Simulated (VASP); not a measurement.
A run of VASP 6.6.1 is set up as follows.

The input POSCAR:

```
Cu
1.0
    2.5694819827      0.0000000000      0.0000000000
   -1.2847409914      2.2252366716      0.0000000000
    0.0000000000      0.0000000000      4.1896022167
Cu
2
Direct
    0.3333333333      0.6666666667      0.7500000000
    0.6666666667      0.3333333333      0.2500000000
```

Contents of INCAR.step1:

```
PREC = Accurate
ENCUT = 520
ISMEAR = 0
SIGMA = 0.05
LREAL = F
LASPH = T
NELM = 100
NBANDS = 18
GGA = PE
ALGO = Normal
EDIFF = 1E-4
LWAVE = T
LCHARG = F
```

File INCAR.step2:

```
PREC = Accurate
ENCUT = 520
EDIFF = 1E-6
ISMEAR = 0
SIGMA = 0.05
LREAL = F
LASPH = T
NELM = 100
ALGO = Normal
ISIF = 2
LWAVE = F
LCHARG = F
METAGGA = R2SCAN
LMIXTAU = T
NBANDS = 18
ISTART = 1
```

KPOINTS

```
Automatic mesh
0
Gamma
  18 18 10
```

Potentials or basis: VASP PAW PBE potentials, release 64 (Cu).

Command:

```bash
$ cat potpaw_PBE.64/Cu/POTCAR > POTCAR
$ cp INCAR.step1 INCAR
$ mpirun -np 1 vasp_std > vasp.out
$ cp INCAR.step2 INCAR
$ mpirun -np 1 vasp_std > vasp.out
```

(1) What does it give for the band gap on the k mesh?

(2) Estimate the pressure.

Answers

(1) none (metal or under the smearing width).

(2) -5.7 GPa.

Caveat: the PAW data sets were made with another functional, which shifts forces and pressure a little.
